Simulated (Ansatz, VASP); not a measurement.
**Zr in VASP and in Ansatz**

```
Zr
1.0
    -1.84427    1.86024    1.77457
     1.87912   -1.87150    1.82068
     1.75054    1.77777   -1.78583
Zr
1
Direct
  0.02239 0.99601 0.01201
```

Change from the starting cell: cell strained at random at fixed volume.

Alike in both runs: task single point; functional PBE; k mesh 10 × 10 × 10; occupations fermi-dirac, width 0.05 eV; no spin polarisation.

```csv
,VASP,Ansatz
version,VASP 6.6.1,Ansatz 0.2.0
potentials or method,"VASP PAW PBE potentials, release 64 (Zr_sv), cutoff 520 eV","all-electron LAPW, scalar-relativistic"
```

```csv
,VASP,Ansatz,Ansatz less VASP
gap on the k mesh at the Fermi level (eV),none,none,-
pressure (GPa),-3.3,-3.3,0.00
largest component of the traceless stress (GPa),1.40,1.40,-0.006
```

A gap of «none» marks a metal or a gap that the smearing closes. Ansatz ran all-electron here, so the differences hold the error of VASP's frozen core and of both bases.
